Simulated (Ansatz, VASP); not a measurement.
**LiH: VASP beside Ansatz**

Wanted: the spread between two codes on one cell, functional and k mesh.

Method: plane waves, with VASP 6.6.1 beside it; band structure at HSE06 and band structure at HSEsol, in Ansatz 0.2.0.

The database entry behind the starting cell differs from later determinations by our own check (the deuteride, about 0.2 % short), so it need not match the best structure at ambient conditions.

## 1. The structure

It takes space group Fm-3m (No. 225, cubic). Conventional cell: a = 4.074 Å, b = 4.074 Å, c = 4.074 Å, α = 90.00°, β = 90.00°, γ = 90.00°. Nearest to Li lie 6 H at 2.04 Å. Nearest to H lie 6 Li at 2.04 Å. Farther neighbours are not listed.

As a file:

```cif
data_structure
_symmetry_space_group_name_H-M 'P 1'
_symmetry_Int_Tables_number 1
_cell_length_a 2.8804
_cell_length_b 2.8804
_cell_length_c 2.8804
_cell_angle_alpha 60.000
_cell_angle_beta 60.000
_cell_angle_gamma 60.000
_cell_volume 16.90
loop_
_atom_site_label
_atom_site_type_symbol
_atom_site_fract_x
_atom_site_fract_y
_atom_site_fract_z
_atom_site_occupancy
Li1 Li 0.00000 0.00000 0.00000 1
H2 H 0.50000 0.50000 0.50000 1
```

## 2. Ansatz: band structure, HSE06

Ansatz runs on its default PAW (the set named soft_2) files.

Levels along a path test the potential and the projectors away from the mesh points.

input.yaml reads:

```yaml
crystal:
  lattice:
    - [0.0, 2.03675, 2.03675]
    - [2.03675, 0.0, 2.03675]
    - [2.03675, 2.03675, 0.0]
  atoms:
    - { symbol: Li, position: [0.0, 0.0, 0.0] }
    - { symbol: H, position: [0.5, 0.5, 0.5] }
hamiltonian:
  xc: { exchange: pbe, correlation: pbe, exx: { coeff: 0.25, omega: 0.2 } }
  pseudopotentials: { kind: paw }
kpoints:
  mp_grid: { grid: [6, 6, 6] }
  band_path:
    path:
      - [0.0, 0.0, 0.0]
      - [0.5, 0.0, 0.5]
      - [0.5, 0.2, 0.7]
      - [0.4, 0.35, 0.75]
      - [0.15, 0.15, 0.3]
      - [0.2, 0.2, 0.2]
      - [0.55, 0.4, 0.55]
      - [0.6, 0.25, 0.65]
      - [0.5, 0.25, 0.75]
      - [0.5, 0.5, 0.5]
      - [0.375, 0.375, 0.75]
      - [0.5, 0.0, 0.5]
    npoints: 1
scf:
  occupations: { method: gaussian, width: 0.02 }
  n_extra_bands: 7
output:
  forces: true
  stress: true
  eigenvalues: true
  write_density: true
  write_potential: true
  elf: true
  volumetric_format: npy
```

Started as:

```bash
ansatz run input.yaml --threads 4 --pin off --max-ram 9216MiB --backend cpu --events-out ev --progress --plain --runs-dir out
```

Numbers of over 12 decimals in the logs are rounded to 6 here.

The program printed:

```text
Warning: output.stress: scf.convergence.dr2_threshold = 1e-7 eV (the SCF's general default) is looser than the 2e-10 eV advised for a printed stress (1e-10 eV for each atom of the cell: 2). What an SCF threshold leaves in a stress goes as its square root, and in the free energy as the threshold itself, and one threshold admits the most on a small cell: [figures from the program's tests cut] Set scf.convergence.dr2_threshold to 2e-10 eV or tighter. The threshold is an SCF's pass mark: one that does not reach it within its budget of iterations ends unconverged, or closes short of it on a stop that the run arms, and scf.convergence.dr2_threshold's page says what that costs each kind of run
Warning: output.stress: scf.exx.energy_threshold = 1e-6 eV is looser than the 2e-8 eV advised for a stress under a hybrid functional (1e-8 eV for each atom of the cell: 2). Every SCF of the exchange loop can meet its threshold on dr2 while the loop round them stops early: no threshold on dr2 bounds what that leaves in the stress. Set scf.exx.energy_threshold to 2e-8 eV or tighter. The threshold is the loop's pass mark: a loop that does not reach it within its budget of cycles ends unconverged, and scf.exx.energy_threshold's page has the law
scf.n_extra_bands = 7 over 2 filled bands (N_el = 4.0): the run solves 9 bands
Engine: ansatz 0.2.0, aarch64-unknown-linux-gnu
Pseudopotentials: kind: paw
Pseudopotential: Li, paw, valence charge 3, recommended cutoff 420 eV (normal), Li.paw.azcp
Pseudopotential: H, paw, valence charge 1, recommended cutoff 420 eV (normal), H.paw.azcp
Functional definition: unnamed
  parameter a_1 = 0.25
  parameter omega_1 = 0.2/angstrom
  exchange = pbe_x + (-a_1)*pbe_x_sr(omega_1) + a_1*exact_x_sr(omega_1)
  correlation = pbe_c
Crystal: 2 atoms, lattice volume = 16.898 Å³
Basis set: ecut = 420 eV, 331 PW (Γ), exchange–correlation on 40×40×40 points (8 copies of the dense FFT grid, shifted against one another)
Bands: 9, of which v1, the nominal top of the filled ones, is band 2 counted from 1 (1 counted from 0)
Symmetry: 48 space group operations
Space group: Fm-3m (ITA 225), of the structure as read, at distance tolerance 2.6e-5 Å
k-points: 16 of 216
Non-local potential: Li, projectors of the file, l = 0: 3, l = 1: 2, l = 2: 1
Non-local potential: H, projectors of the file, l = 0: 2, l = 1: 1
PAW form: soft (Blöchl's): semilocal exchange-correlation on the pseudo side does not see the compensation charge
PAW one-centre angular grid: Li, 110 points (default); XC on 96 Gauss nodes
PAW one-centre angular grid: H, 110 points (default); XC on 64 Gauss nodes
Initial density: superposition of atomic densities (neutral atoms: chi_scale 0, normalization atom), corrected by the library's trained network
Initial wavefunctions: pseudopotential atomic-orbital guess
Functional: x = pbe(κ = 0.804, μ = 0.219515), c = pbe(β = 0.066725), warm-up for x = pbe(κ = 0.804, μ = 0.219515) + 0.25 (exact − pbe) at short range (hse, ω = 0.2 Å⁻¹), c = pbe(β = 0.066725)
SCF iter   1: F=—  HF=-221.386506 eV  |F-HF|=—  |Δ(HF+E_count)|=         —  Δρ=8.52e-4  dr2=5.70e-5  ethr=1.77e-3  ⟨swp⟩=2.0  Hψ=926  notcnv=0
preconditioner: auto → none  [insulator: Δε(μ)=3.006 eV  Ē_g=19.106 eV  σ=0.020 eV  W_gap=1.00  n_scr=0 (ndim 8)  ℏωp=12.8 eV  f_vac=0.000  D(μ)=0.00/eV (n_scr^D=0)]
SCF iter   2: F=-221.386556 eV  HF=-221.386539 eV  |F-HF|=1.66e-5  |Δ(HF+E_count)|=   3.36e-5  Δρ=3.67e-4  dr2=9.34e-6  ethr=1.43e-6  ⟨swp⟩=2.5  Hψ=197  notcnv=0  defer=1
SCF 1 stopped early in 2 iterations: F = -221.386556 eV  dr2 = 9.34e-6
  greatest PAW one-centre occupation: 1.000 electrons in one spin orbital (limit 2), on the Li atom at site 0 (counted from 0), in its partial waves of l = 0
Initial density: handed on by an earlier stage of this run
Initial wavefunctions: those handed on with the density
Functional: x = pbe(κ = 0.804, μ = 0.219515) + 0.25 (exact − pbe) at short range (hse, ω = 0.2 Å⁻¹), c = pbe(β = 0.066725)
Exchange kernel: α = 0.2500, screened, ω = 0.2000 Å⁻¹, Wigner–Seitz truncation, v(0) = 1114.6041 eV·Å³, q-mesh 6×6×6, nearest image of the exchange supercell L = 17.28 Å, pair-density grid 12×12×12, without the augmentation charges, whose exchange is taken in its separable form by FFT convolution over the k-point mesh (sized by the pseudopotential files, 16×16×16 at the most), smooth part of the exact exchange by density-matrix convolution
Frozen-core exchange: fock
SCF iter   1: F=—  HF=-221.531655 eV  |F-HF|=—  |Δ(HF+E_count)|=         —  Δρ=2.06e-3  dr2=2.93e-4  ethr=2.34e-6  ⟨swp⟩=5.1  Hψ=596  notcnv=0
preconditioner: auto → none  [insulator: Δε(μ)=3.981 eV  Ē_g=20.808 eV  σ=0.020 eV  W_gap=1.00  n_scr=0 (ndim 8)  ℏωp=12.8 eV  f_vac=0.000  D(μ)=0.00/eV (n_scr^D=0)]
SCF iter   2: F=—  HF=-221.531599 eV  |F-HF|=—  |Δ(HF+E_count)|=   5.53e-5  Δρ=1.02e-3  dr2=8.99e-5  ethr=2.34e-6  ⟨swp⟩=2.9  Hψ=191  notcnv=0
iter 3 solved again at ethr=1.10e-8 eV; its pass at ethr=1.58e-6 eV (dr2=4.42e-7 eV) is discarded
SCF iter   3: F=—  HF=-221.531606 eV  |F-HF|=—  |Δ(HF+E_count)|=   6.50e-6  Δρ=8.75e-5  dr2=5.93e-5  ethr=1.10e-8  ⟨swp⟩=4.0  Hψ=496  notcnv=0
SCF iter   4: F=—  HF=-221.532225 eV  |F-HF|=—  |Δ(HF+E_count)|=   6.19e-4  Δρ=2.26e-4  dr2=8.63e-6  ethr=1.09e-8  ⟨swp⟩=4.0  Hψ=260  notcnv=0
SCF iter   5: F=—  HF=-221.532221 eV  |F-HF|=—  |Δ(HF+E_count)|=   3.09e-6  Δρ=2.41e-5  dr2=8.12e-7  ethr=1.09e-8  ⟨swp⟩=3.0  Hψ=209  notcnv=0
SCF iter   6: F=-221.532227 eV  HF=-221.532226 eV  |F-HF|=2.44e-7  |Δ(HF+E_count)|=   4.92e-6  Δρ=3.82e-5  dr2=2.55e-7  ethr=1.79e-9  ⟨swp⟩=4.0  Hψ=311  notcnv=0
SCF 2 stopped early in 6 iterations: F = -221.532227 eV  dr2 = 2.55e-7
  greatest PAW one-centre occupation: 0.999 electrons in one spin orbital (limit 2), on the Li atom at site 0 (counted from 0), in its partial waves of l = 0
hybrid outer 1: dexx = +6.452e-4 eV, tail = 1.48e-6 eV
Exchange kernel: α = 0.2500, screened, ω = 0.2000 Å⁻¹, Wigner–Seitz truncation, v(0) = 1114.6041 eV·Å³, q-mesh 6×6×6, nearest image of the exchange supercell L = 17.28 Å, pair-density grid 12×12×12, without the augmentation charges, whose exchange is taken in its separable form by FFT convolution over the k-point mesh (sized by the pseudopotential files, 16×16×16 at the most), smooth part of the exact exchange by density-matrix convolution
Frozen-core exchange: fock
SCF iter   1: F=—  HF=-221.532236 eV  |F-HF|=—  |Δ(HF+E_count)|=         —  Δρ=2.16e-5  dr2=7.09e-8  ethr=1.85e-7  ⟨swp⟩=2.7  Hψ=306  notcnv=0
preconditioner: auto → none  [insulator: Δε(μ)=4.019 eV  Ē_g=20.818 eV  σ=0.020 eV  W_gap=1.00  n_scr=0 (ndim 8)  ℏωp=12.8 eV  f_vac=0.000  D(μ)=0.00/eV (n_scr^D=0)]
SCF iter   2: F=-221.532236 eV  HF=-221.532236 eV  |F-HF|=1.68e-9  |Δ(HF+E_count)|=   2.76e-9  Δρ=3.91e-6  dr2=1.14e-9  ethr=1.73e-9  ⟨swp⟩=3.2  Hψ=203  notcnv=0
SCF 3 converged in 2 iterations: F = -221.532236 eV  dr2 = 1.14e-9
  Residual-converged pass: ⟨swp⟩=2.7  Hψ=189  notcnv=0  max |occ|·‖R‖ = 2.4e-6 eV (tolerance 2.4e-6 eV)  dr2=1.14e-9  dr2_onsite=6.03e-11  max |Δocc| = 0.0e0
hybrid outer 2: dexx = +5.329e-9 eV, tail = 2.71e-9 eV, Δε = 1.24e-3 eV (about 7.62e-5 eV left of the loop's levels)
NSCF: frozen V_eff on 12 k-points
hybrid SCF converged: 2 outer / 8 inner (+2 warm-up), last move |dexx| = 5.33e-9 eV, tail = 2.71e-9 eV
Stability not checked: this state was not tested for a lower state beside it, because the functional holds exact exchange (a hybrid, or Hartree-Fock), whose exchange loop this test does not read (fock_operator; see scf.lower_state_search)
Free energy (F): -221.532236 eV
Frozen-core exchange: fock
Harris-Foulkes:  -221.532236 eV  (|F-HF|=1.68e-9)
Internal energy: -221.532236 eV  (E = F + TS)
E sigma→0 (E₀):  -221.532236 eV
Fermi energy:    1.795845 eV
--- Per-component energies (eV) ---
  E_band       = -100.312272
  E_kinetic    = 35.642935
  E_local      = -126.418508  (includes V_loc(G=0)·N_el)
  E_nonlocal   = -31.833805
  E_hartree    = 35.426957
  E_xc         = -16.487797
  E_vxc        = -21.045169  (∫ρ·V_xc dr)
  E_exx        = -13.222251  (= α·E_x^exact, valence–valence)
  E_paw        = -12.045835  (= ΣΔE_a)
  E_vpaw       = -1.066216  (= ΣTr[D̂ρ^β])
  E_aug_tail   = -0.001017  (compensation charges beyond the density's cutoff)
  E_ewald      = -92.592916
  E_smearing   = -0.000000  (= −TS)
  E_closure    = 0.000001  (closes the sum)
  Σ components = -221.532236   (vs F -221.532236, Δ=2.84e-14)
--- Forces (eV/Å), atoms counted from 1 ---
  atom   1  Li    -0.00000000     0.00000000    -0.00000000
  atom   2  H      0.00000000    -0.00000000    -0.00000000
  max |Σ_I F_I| component: 9.68e-31 eV/Å
--- Stress (GPa, compression-positive) ---
       -2.136202       0.000000      -0.000000
       -0.000000      -2.136202       0.000000
       -0.000000       0.000000      -2.136202
  P = ⅓ Tr σ = -2.1362 GPa (-21.362 kbar)
--- Band table (eV; the first three rows and the last of 16) ---
  k-point 0: bands = ["-47.5403", "-6.0865", "17.0963", "18.8246", "18.8246", "18.8246", "23.2591", "23.2591", "23.2591"]
  k-point 1: bands = ["-47.5296", "-5.5373", "13.3785", "16.9986", "17.9841", "17.9841", "23.1823", "24.5658", "24.5658"]
  k-point 2: bands = ["-47.5082", "-4.0682", "8.1026", "15.2870", "17.3571", "17.3571", "21.4040", "21.4040", "25.6587"]
  k-point 15: bands = ["-47.4859", "-0.3765", "4.8506", "7.9133", "12.3357", "18.4119", "20.5542", "29.4329", "29.8460"]
```

Run time: 5 s. Hardware: 4 threads of Arm Neoverse V2, shared host; peak memory 0.45 GiB; 17 s of CPU time.

In the SCF lines HF is the Harris–Foulkes energy and dr2 the Hartree energy of the density residual, in eV; the loop may stop once dr2 is under the threshold and the program's other checks hold. Hψ counts applications of the Hamiltonian.

## 3. VASP: band structure, HSE06

The same cell, functional, mesh and smearing now go to VASP, with its own data sets and cutoff.

Lines of VASP's logs that name or quote its potential files are left out, and so is its time.

The run reads the wave functions of an earlier VASP run, which isn't shown here.

INCAR reads:

```
SYSTEM = LiH
PREC = Accurate
ENCUT = 650
EDIFF = 1E-06
NELM = 100
ISMEAR = 0
SIGMA = 0.02
LREAL = .FALSE.
ALGO = Normal
LHFCALC = .TRUE.
AEXX = 0.25
GGA = PE
HFSCREEN = 0.2
LASPH = .TRUE.
NBANDS = 8
PRECFOCK = Fast
LORBIT = 11
LWAVE = .FALSE.
LCHARG = .FALSE.
KPAR = 4
```

POSCAR reads:

```
LiH
1.0
    0.0000000000      2.0367500000      2.0367500000
    2.0367500000      0.0000000000      2.0367500000
    2.0367500000      2.0367500000      0.0000000000
Li H
1 1
Direct
    0.0000000000      0.0000000000      0.0000000000
    0.5000000000      0.5000000000      0.5000000000
```

KPOINTS reads:

```
Automatic mesh
0
Gamma
6 6 6
0 0 0
```

KPOINTS_OPT reads:

```
Line mode
6
Line-mode
Reciprocal
  0.00000000   0.00000000   0.00000000 GAMMA
  0.50000000   0.00000000   0.50000000 X

  0.50000000   0.00000000   0.50000000 X
  0.50000000   0.25000000   0.75000000 W

  0.50000000   0.25000000   0.75000000 W
  0.37500000   0.37500000   0.75000000 K

  0.37500000   0.37500000   0.75000000 K
  0.00000000   0.00000000   0.00000000 GAMMA

  0.00000000   0.00000000   0.00000000 GAMMA
  0.50000000   0.50000000   0.50000000 L

  0.50000000   0.50000000   0.50000000 L
  0.62500000   0.25000000   0.62500000 U

  0.62500000   0.25000000   0.62500000 U
  0.50000000   0.25000000   0.75000000 W

  0.50000000   0.25000000   0.75000000 W
  0.50000000   0.50000000   0.50000000 L

  0.50000000   0.50000000   0.50000000 L
  0.37500000   0.37500000   0.75000000 K

  0.62500000   0.25000000   0.62500000 U
  0.50000000   0.00000000   0.50000000 X
```

PAW data sets: Li_sv and H (PBE family, release 64).

Started as:

```bash
mpirun -np 4 vasp_std
```

The program printed:

```text
[banner, memory and clock lines left out]
running    4 mpi-ranks, on    1 nodes
 distrk:  each k-point on    1 cores,    4 groups
 distr:  one band on    1 cores,    1 groups

 POSCAR found type information on POSCAR LiH
 POSCAR found :  2 types and       2 ions
 LDA part: xc-table for (Slater+PW92), standard interpolation
 found WAVECAR, reading the header
 POSCAR, INCAR and KPOINTS ok, starting setup
 FFT: planning ... GRIDC
 FFT: planning ... GRID_SOFT
 FFT: planning ... GRID
 reading WAVECAR
 the WAVECAR file was read successfully
 initial charge from wavefunction
 entering main loop
       N       E                     dE             d eps       ncg     rms          rms(c)
DAV:   1    -0.679051532433E+01   -0.67905E+01   -0.11608E-01   256   0.262E+00    0.921E-02
DAV:   2    -0.679101370365E+01   -0.49838E-03   -0.11312E-03   328   0.298E-01    0.628E-02
DAV:   3    -0.679095536030E+01    0.58343E-04   -0.32023E-05   344   0.441E-02    0.391E-02
DAV:   4    -0.679093884574E+01    0.16515E-04   -0.16830E-05   336   0.254E-02    0.244E-02
DAV:   5    -0.679093623314E+01    0.26126E-05   -0.62661E-06   312   0.158E-02    0.154E-02
DAV:   6    -0.679093634830E+01   -0.11516E-06   -0.18302E-06   272   0.903E-03
   1 F= -.67909363E+01 E0= -.67909363E+01  d E =-.285713E-65
 Start KPOINTS_OPT (optional k-point list driver)
k-point batch [1-16\60]
       N       E                     dE             ncg
DAV:   1    -0.154202152070E+04   -0.46012E+04      264
DAV:   2    -0.161097459297E+04   -0.68953E+02      352
DAV:   3    -0.161242017716E+04   -0.14456E+01      376
DAV:   4    -0.161242583400E+04   -0.56568E-02      440
DAV:   5    -0.161242583826E+04   -0.42637E-05      464
DAV:   6    -0.161242583826E+04   -0.16848E-08      448
[...]
k-point batch [49-60\60]
       N       E                     dE             ncg
DAV:   1    -0.364192550922E+03   -0.35186E+04      192
DAV:   2    -0.412927921749E+03   -0.48735E+02      264
DAV:   3    -0.414004332078E+03   -0.10764E+01      272
DAV:   4    -0.414009635162E+03   -0.53031E-02      320
DAV:   5    -0.414009642832E+03   -0.76705E-05      320
DAV:   6    -0.414009642840E+03   -0.80986E-08      296
```

Parts of OUTCAR (step 3):

```text
ion  position               nearest neighbor table
   1  0.000  0.000  0.000-
   2  0.500  0.500  0.500-

  LATTYP: Found a face centered cubic cell.
 ALAT       =     4.0735000000

 Subroutine GETGRP returns: Found 48 space group operations
 (whereof 48 operations were pure point group operations)

The static configuration has the point symmetry O_h .

 Found     16 irreducible k-points:

   k-points           NKPTS =     16   k-points in BZ     NKDIM =    216   number of bands    NBANDS=      8

   dimension x,y,z NGX =    24 NGY =   24 NGZ =   24
   dimension x,y,z NGXF=    48 NGYF=   48 NGZF=   48

   ENCUT  =  650.0 eV  47.77 Ry    6.91 a.u.   5.99  5.99  5.99*2*pi/ulx,y,z

   NELECT =       4.0000    total number of electrons

 k-points in reciprocal lattice and weights: Automatic mesh
   0.00000000  0.00000000  0.00000000       0.005
   0.16666667  0.00000000  0.00000000       0.037
   0.33333333  0.00000000  0.00000000       0.037
   0.50000000  0.00000000  0.00000000       0.019
   0.16666667  0.16666667  0.00000000       0.028
   0.33333333  0.16666667  0.00000000       0.111
   0.50000000  0.16666667  0.00000000       0.111
  -0.33333333  0.16666667  0.00000000       0.111
  -0.16666667  0.16666667  0.00000000       0.056
[...]
-0.33333333  0.33333333  0.16666667       0.111
  -0.33333333  0.50000000  0.16666667       0.056

  exchange ACFDT corr.  =         0.00000000  see jH, gK, PRB 81, 115126

 average (electrostatic) potential at core
       1 -57.8953       2 -29.9858

 E-fermi :  -0.5909

 k-point     1 :       0.0000    0.0000    0.0000
  band No.  band energies     occupation
      1     -48.1684      2.00000
      2      -6.7075      2.00000
      3      16.4892      0.00000
      4      18.1566      0.00000
      5      18.1566      0.00000
      6      18.1566      0.00000
      7      22.6683      0.00000
    ...

 k-point     2 :       0.1667    0.0000    0.0000
  band No.  band energies     occupation
      1     -48.1580      2.00000
      2      -6.1578      2.00000
      3      12.7667      0.00000
      4      16.3697      0.00000
      5      17.3293      0.00000
      6      17.3293      0.00000
      7      22.5393      0.00000
    ...

 k-point     3 :       0.3333    0.0000    0.0000
  band No.  band energies     occupation
      1     -48.1364      2.00000
      2      -4.6837      2.00000
      3       7.4963      0.00000
      4      14.6604      0.00000
      5      16.7042      0.00000
      6      16.7042      0.00000
      7      20.7919      0.00000
    ...

  energy-cutoff  :      650.00
  volume of cell :       16.90
      direct lattice vectors                 reciprocal lattice vectors
     0.000000000  2.036750000  2.036750000    -0.245489137  0.245489137  0.245489137
     2.036750000  0.000000000  2.036750000     0.245489137 -0.245489137  0.245489137
     2.036750000  2.036750000  0.000000000     0.245489137  0.245489137 -0.245489137

 POSITION                                       TOTAL-FORCE (eV/Angst)
 -----------------------------------------------------------------------------------
      0.00000      0.00000      0.00000         0.000000      0.000000      0.000000
      2.03675      2.03675      2.03675        -0.000000     -0.000000     -0.000000
 -----------------------------------------------------------------------------------
    total drift:                               -0.000001     -0.000001     -0.000001

  FREE ENERGIE OF THE ION-ELECTRON SYSTEM (eV)
  ---------------------------------------------------
  free  energy   TOTEN  =        -6.7909363483 eV

  energy  without entropy=       -6.7909363483  energy(sigma->0) =       -6.79093635

 total charge
# of ion       s       p       d       tot
------------------------------------------
    1        2.018   0.061   0.000   2.079
    2        0.539   0.001   0.000   0.540
--------------------------------------------------
tot          2.556   0.062   0.000   2.619

[... 3 further parts left out ...]
```

## 4. Comparison

Known differences besides the potentials themselves: exact exchange at q = 0 is treated differently, which shows on coarse meshes; VASP keeps PBE cores, Ansatz makes them for the functional; the cutoff is 420 eV in Ansatz and 650 eV in VASP; VASP takes a coarser grid for exact exchange (PRECFOCK = Fast). Total energies have different zeros and are not compared.

Compared:

```tsv
quantity	Ansatz	VASP	difference
gap over the path points (eV)	4.019	4.018	+0.002
```

Levels at points of the path, from each program's valence-band top (eV; 1 filled, then empty):

```tsv
k (reciprocal lattice)	Ansatz	VASP
0.000 0.000 0.000	-5.87 17.31 19.04	-5.88 17.32 18.99
0.500 0.000 0.500	0.00 4.02 11.96	0.00 4.02 11.95
0.500 0.200 0.700	-0.20 5.52 7.36	-0.20 5.52 7.36
0.400 0.350 0.750	-0.48 5.24 8.46	-0.48 5.24 8.46
0.150 0.150 0.300	-4.69 12.47 12.94	-4.69 12.48 12.93
0.200 0.200 0.200	-5.09 12.45 16.81	-5.09 12.45 16.80
0.550 0.400 0.550	-2.24 5.96 11.86	-2.24 5.97 11.85
0.600 0.250 0.650	-0.48 5.24 8.46	-0.48 5.24 8.46
0.500 0.250 0.750	-0.21 6.36 6.36	-0.21 6.35 6.35
0.500 0.500 0.500	-2.73 5.84 14.86	-2.73 5.85 14.85
```

Among the levels compared at these points, filled levels agree within 6 meV and empty ones within 53 meV.

(Continued in part 2 of 2.)

[Lines on the potential files, build, host, timing and source positions are cut from VASP's logs without a mark.]

[Logs are printed without paths, hosts, clocks, repeated set-up lines and the standing remarks that a program may print on its own settings, such as how far it seeks lower states.]

[Hosts, paths, dates, database ids (printed as entryN), source tags and the programs' standing remarks are cut or masked in the printed files.]
